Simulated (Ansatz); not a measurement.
Density of states of Ge₂Sb₂Te₅ (P-3m1, a = 4.264 Å, b = 4.264 Å, c = 18.066 Å, α = 90.00°, β = 90.00°, γ = 120.00°), in states per eV and primitive cell, averaged over bins of 0.3 eV. Method: DFT PBE, scalar-relativistic, plane waves, PAW (Ansatz 0.2.0).

Plane waves to 420 eV, a k mesh through Γ of 12×12×2 on the computed 9-atom cell and Gaussian smearing (0.10 eV); no spin polarisation.

The cell is relaxed at this level. The states (both spins) are summed by tetrahedra on a 18×18×3 mesh at the self-consistent density. Energies are bin centres; the table starts no lower than −8 eV and ends at 6 eV, or lower where the solved bands end.

The gap is zero at this level, with almost no states at the Fermi level.

```tsv
E − E_F (eV)	total	Te 5p	Sb 5p	Ge 4p	Ge 4s
-7.90	2.48	0.49	0.01	0.04	1.52
-7.60	1.77	0.34	0.01	0.02	1.04
-7.30	1.49	0.28	0.01	0.02	0.81
-7.00	1.37	0.26	0.02	0.02	0.67
-6.70	0.69	0.11	0.01	0.01	0.32
-6.40	0.32	0.04	0.00	0.01	0.14
-6.10	0.00	0.00	0.00	0.00	0.00
-5.80	1.32	0.69	0.53	0.06	0.00
-5.50	2.08	1.10	0.83	0.10	0.01
-5.20	1.67	0.89	0.66	0.08	0.01
-4.90	4.17	2.25	1.30	0.45	0.01
-4.60	4.16	2.29	1.23	0.48	0.02
-4.30	5.15	2.88	1.46	0.60	0.03
-4.00	6.28	3.64	1.44	0.93	0.06
-3.70	7.06	4.20	1.47	1.06	0.07
-3.40	7.84	4.73	1.60	1.10	0.08
-3.10	7.51	4.58	1.30	1.17	0.10
-2.80	8.24	5.14	1.18	1.47	0.10
-2.50	7.09	4.51	0.97	1.22	0.08
-2.20	6.77	4.58	0.68	1.09	0.10
-1.90	7.21	5.27	0.51	0.96	0.12
-1.60	7.09	5.28	0.44	0.76	0.19
-1.30	5.53	4.05	0.27	0.41	0.27
-1.00	5.96	4.20	0.28	0.50	0.45
-0.70	3.25	2.11	0.21	0.36	0.36
-0.40	1.09	0.65	0.11	0.16	0.11
-0.10	0.55	0.24	0.15	0.08	0.04
0.20	2.60	0.88	1.11	0.24	0.10
0.50	8.10	2.95	3.56	0.66	0.24
0.80	8.53	3.41	3.53	0.66	0.22
1.10	2.08	0.76	0.81	0.31	0.04
1.40	3.34	1.02	0.90	1.01	0.03
1.70	4.79	1.50	1.14	1.50	0.04
2.00	7.30	2.35	1.55	2.45	0.05
2.30	8.86	2.85	1.73	2.81	0.05
2.60	6.93	2.17	1.27	2.13	0.03
2.90	5.85	1.71	0.67	2.06	0.01
3.20	7.56	2.30	0.95	2.50	0.01
3.50	6.68	2.09	0.81	2.10	0.01
3.80	5.43	1.55	0.66	1.39	0.01
4.10	4.75	1.24	0.55	1.03	0.01
4.40	6.47	1.10	0.51	0.86	0.01
4.70	4.17	0.74	0.29	0.62	0.01
5.00	4.12	0.44	0.17	0.35	0.00
5.30	5.64	0.25	0.08	0.22	0.00
5.60	3.79	0.07	0.02	0.06	0.00
```

The columns after the total are the main Löwdin projections on the occupied valence shells of the potentials; 2 others are left out. The rest of the total lies in those, in shells that are empty in the free atom, which aren't projected, and between the atoms.

Spin-orbit coupling is left out, which matters for the bands of heavy elements. The cell holds layers, and where no dispersion correction was added their binding is poorly described.

Whether Ge2Sb2Te5 exists in this form wasn't checked.